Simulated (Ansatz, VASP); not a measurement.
**CdF2: VASP beside Ansatz**

```
CELL_PARAMETERS angstrom
0.00000 2.69400 2.69400
2.69400 0.00000 2.69400
2.69400 2.69400 0.00000
ATOMIC_POSITIONS crystal
Cd 0.00000 0.00000 0.00000
F 0.75000 0.75000 0.75000
F 0.25000 0.25000 0.25000
```

Alike in both runs: task relaxation of cell and atoms; functional revPBE; k mesh 9 × 9 × 9; occupations fermi-dirac, width 0.05 eV; no spin polarisation.

```csv
,VASP,Ansatz
version,VASP 6.6.1,Ansatz 0.2.0
potentials or method,"VASP PAW PBE potentials, release 64 (Cd, F)",Ansatz PAW
plane-wave cutoff (eV),600,420
valence electrons in the cell,26,34
```

|  | VASP | Ansatz | Ansatz less VASP |
| --- | --- | --- | --- |
| relaxed volume (Å³/atom) | 14.30 | 14.24 | -0.059 |
| relaxed cell length with the largest relative difference (Å) | 3.929 | 3.924 | -0.0054 |
| energy change over the relaxation (meV/atom) | -35 | -31 | +3.3 |

The two sets of potentials don't hold the same shells in valence.

Caveats: the PAW data sets were made with another functional, which shifts forces and pressure a little (VASP); the plane-wave basis is chosen anew once the cell has moved, so the energies of steps on either side of that aren't comparable (Ansatz); the pressure holds a Pulay correction of +0.6 GPa for the finite cutoff (Ansatz); the PAW data sets come from PBE, with cores solved anew for the run's functional, which leaves a small shift of forces and pressure (Ansatz). revPBE gives volumes clearly too large for solids. Zero-point motion and thermal expansion aren't in these numbers.
